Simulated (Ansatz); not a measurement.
The system is ZrC.

```xyz
2
Lattice="0.0000 2.3650 2.3650 2.3650 0.0000 2.3650 2.3650 2.3650 0.0000" Properties=species:S:1:pos:R:3 pbc="T T T"
Zr    2.3650    2.3650    2.3650
C     0.0000    0.0000    0.0000
```

Below is the output of Ansatz 0.2.0 for this cell. Logs are shortened: lines on timing, memory, paths and dates and some standing lists are left out, and cuts for length are marked.

```text
Warning: RAYON_NUM_THREADS=2 ignored (pool sized by the plan → 2); use --threads N
Zr: projections on atomic orbitals take those of the free atom [Ar 3d10] 4s2 4p6 4d2 5s2, of charge +0.00 (hamiltonian.pseudopotentials.projection_atoms); the dataset's partial waves leave at most 4.4e-6 of an orbital's norm unspanned inside its sphere
C: projections on atomic orbitals take those of the free atom [He] 2s2 2p2, of charge +0.00 (hamiltonian.pseudopotentials.projection_atoms); the dataset's partial waves leave at most 3.7e-9 of an orbital's norm unspanned inside its sphere
scf.n_extra_bands = 6 over 8 filled bands (N_el = 16.0): the run solves 14 bands
Engine: ansatz 0.2.0, aarch64-unknown-linux-gnu
Pseudopotentials: kind: paw
Pseudopotential: Zr, paw, valence charge 12, recommended cutoff 420 eV (normal), Zr.paw.azcp
Pseudopotential: C, paw, valence charge 4, recommended cutoff 420 eV (normal), C.paw.azcp
Functional definition: SPW92
  exchange = slater_x
  correlation = pw_c
Crystal: 2 atoms, lattice volume = 26.456 Å³
Basis set: ecut = 420 eV, 531 PW (Γ)
Bands: 14, of which v1, the nominal top of the filled ones, is band 8 counted from 1 (7 counted from 0)
Symmetry: 48 space group operations
Space group: Fm-3m (ITA 225), of the structure as read, at distance tolerance 3.0e-5 Å
k-points: 47 of 1000
Non-local potential: Zr, projectors of the file, l = 0: 3, l = 1: 2, l = 2: 2, l = 3: 2
Non-local potential: C, projectors of the file, l = 0: 2, l = 1: 2, l = 2: 1
PAW form: soft (Blöchl's): semilocal exchange-correlation on the pseudo side does not see the compensation charge
PAW frozen core: Zr, regenerated for the run's functional, and the local potential with it (the file was generated under x = pbe(κ = 0.804, μ = 0.2195149727645171), c = pbe(β = 0.06672455060314922))
PAW frozen core: C, regenerated for the run's functional, and the local potential with it (the file was generated under x = pbe(κ = 0.804, μ = 0.2195149727645171), c = pbe(β = 0.06672455060314922))
PAW one-centre angular grid: Zr, 590 points (default); XC on 64 Gauss nodes
PAW one-centre angular grid: C, 110 points (default); XC on 64 Gauss nodes
Initial density: superposition of atomic densities (chi_scale 0.1, normalization cell, long waves kept (reshape's long-wave potential 0.00 eV rms))
Initial wavefunctions: pseudopotential atomic-orbital guess
Functional: x = slater, c = lda
SCF iter   1: F=—  HF=-4321.945482 eV  |F-HF|=—  |Δ(HF+E_count)|=         —  Δρ=9.14e-2  dr2=3.44e0  ethr=3.10e-3  ⟨swp⟩=5.0  Hψ=3180  notcnv=0
preconditioner: auto → none  [insulator: Δε(μ)=0.204 eV  Ē_g=19.690 eV  σ=0.050 eV  W_gap=0.58  n_scr=8 (ndim 8)  ℏωp=27.0 eV  f_vac=0.000  D(μ)=0.18/eV (n_scr^D=0)  ε∞_Penn≈2.9]
SCF iter   2: F=—  HF=-4321.815065 eV  |F-HF|=—  |Δ(HF+E_count)|=   1.30e-1  Δρ=8.59e-2  dr2=2.55e0  ethr=3.10e-3  ⟨swp⟩=3.0  Hψ=1552  notcnv=0  defer=61
SCF iter   3: F=—  HF=-4321.245866 eV  |F-HF|=—  |Δ(HF+E_count)|=   5.69e-1  Δρ=1.52e-2  dr2=2.72e-2  ethr=3.10e-3  ⟨swp⟩=2.2  Hψ=1275  notcnv=0  defer=60
SCF iter   4: F=—  HF=-4321.260958 eV  |F-HF|=—  |Δ(HF+E_count)|=   1.51e-2  Δρ=4.51e-3  dr2=4.61e-3  ethr=1.70e-4  ⟨swp⟩=2.0  Hψ=1095  notcnv=0  defer=60
SCF iter   5: F=—  HF=-4321.259159 eV  |F-HF|=—  |Δ(HF+E_count)|=   1.80e-3  Δρ=1.94e-3  dr2=6.97e-4  ethr=2.88e-5  ⟨swp⟩=3.0  Hψ=1066  notcnv=0  defer=60
SCF iter   6: F=—  HF=-4321.258857 eV  |F-HF|=—  |Δ(HF+E_count)|=   3.02e-4  Δρ=1.03e-4  dr2=1.86e-6  ethr=4.36e-6  ⟨swp⟩=2.0  Hψ=795  notcnv=0  defer=60
SCF iter   7: F=—  HF=-4321.258859 eV  |F-HF|=—  |Δ(HF+E_count)|=   1.67e-6  Δρ=7.41e-6  dr2=1.12e-8  ethr=6.25e-10  ⟨swp⟩=8.0  Hψ=3360  notcnv=0
SCF iter   8: F=-4321.258859 eV  HF=-4321.258859 eV  |F-HF|=2.46e-10  |Δ(HF+E_count)|=  6.85e-10  Δρ=8.45e-7  dr2=3.04e-10  ethr=7.03e-11  ⟨swp⟩=1.9  Hψ=1868  notcnv=0
SCF 1 converged in 8 iterations: F = -4321.258859 eV  dr2 = 3.04e-10
  greatest PAW one-centre occupation: 0.997 electrons in one spin orbital (limit 2), on the Zr atom at site 0 (counted from 0), in its partial waves of l = 0
NSCF: frozen V_eff on 120 k-points
SCF converged after 8 iterations
Free energy (F): -4321.258859 eV
Harris-Foulkes:  -4321.258859 eV  (|F-HF|=2.46e-10)
Internal energy: -4321.256309 eV  (E = F + TS)
E sigma→0 (E₀):  -4321.257584 eV
Entropy (-TS):   -0.002550 eV (-1.275 meV/atom)
Fermi energy:    14.391472 eV
--- Per-component energies (eV) ---
  E_band       = -57.054687
  E_kinetic    = 421.446533
  E_local      = -609.759521  (includes V_loc(G=0)·N_el)
  E_nonlocal   = 109.297450
  E_hartree    = 181.043981
  E_xc         = -209.343556
  E_vxc        = -251.421804  (∫ρ·V_xc dr)
  E_hubbard    = 0.995675  (on-site DFT+U / exact-exchange correction)
  E_vhub       = 0.584790  (the Hubbard potential's part of the band-sum identity)
  E_paw        = -2939.506316  (= ΣΔE_a)
  E_vpaw       = -89.290391  (= ΣTr[D̂ρ^β])
  E_aug_tail   = 0.000039  (compensation charges beyond the density's cutoff)
  E_ewald      = -1275.863827
  E_core_change = 0.433233  (= ΣΔE_core)
  E_smearing   = -0.002550  (= −TS)
  E_closure    = 0.000000  (closes the sum)
  Σ components = -4321.258859   (vs F -4321.258859, Δ=0.00e0)
--- Forces (eV/Å), atoms counted from 1 ---
  atom   1  Zr     0.00000000    -0.00000000    -0.00000000
  atom   2  C     -0.00000000     0.00000000     0.00000000
  max |Σ_I F_I| component: 3.10e-29 eV/Å
--- Stress (GPa, compression-positive) ---
      -11.226445      -0.000000      -0.000000
        0.000000     -11.226445      -0.000000
       -0.000000      -0.000000     -11.226445
  P = ⅓ Tr σ = -11.2264 GPa (-112.264 kbar)
--- Band table (eV; the first three rows and the last of 47) ---
  k-point 0: bands = ["-33.8421", "-11.6067", "-11.6067", "-11.6067", "3.2196", "15.2965", "15.2965", "15.2965", "15.5223", "15.5223", "15.5223", "17.1231", "17.1231", "21.4681"]
  k-point 1: bands = ["-33.8331", "-11.6884", "-11.6139", "-11.6139", "3.4419", "14.0456", "14.3169", "14.3169", "15.8758", "15.8758", "16.2852", "18.2049", "18.2049", "21.9311"]
  k-point 2: bands = ["-33.8090", "-11.8965", "-11.6330", "-11.6330", "4.0563", "12.4781", "13.1513", "13.1513", "16.5119", "16.5119", "16.8381", "20.0358", "20.0358", "22.8773"]
  k-point 46: bands = ["-33.7164", "-12.1525", "-12.0221", "-11.8910", "5.1016", "11.9691", "12.0819", "12.1160", "16.7681", "18.4387", "19.9701", "20.7936", "21.5747", "26.8846"]
Occupation matrices written to <dir>
```

**Question.** Write the input and the command behind it.

**Answer.** Projected density of states with LDA+U, no spin polarisation. The files as run (others can give the same):

input.yaml
```yaml
crystal:
  lattice:
    - [0.0, 2.365, 2.365]
    - [2.365, 0.0, 2.365]
    - [2.365, 2.365, 0.0]
  atoms:
    - { symbol: Zr, position: [0.5, 0.5, 0.5] }
    - { symbol: C, position: [0.0, 0.0, 0.0] }
hamiltonian:
  xc: lda
  pseudopotentials: { kind: paw }
  hubbard: { sites: [{ species: Zr, l: d, u_eff: 1.0 }] }
kpoints:
  mp_grid: { grid: [10, 10, 10] }
scf:
  occupations: { method: fermi_dirac, width: 0.05 }
  n_extra_bands: 6
output:
  forces: true
  stress: true
  eigenvalues: true
  dos: { projected: true, de: 0.05, nscf_kmesh: { grid: [15, 15, 15] } }
```

Potentials or basis: Ansatz PAW.
Run with:
```bash
$ ansatz run input.yaml --threads 2 --pin off --max-ram 5632MiB --backend cpu --events-out ev --progress --plain --runs-dir out
```

Caveat: U without spin polarisation on a metal has little footing; the PAW data sets come from PBE, with cores solved anew for the run's functional, which leaves a small shift of forces and pressure; the U is typed as a test and isn't derived for this compound; the density of states is complete only up to the lowest level of the last band computed.
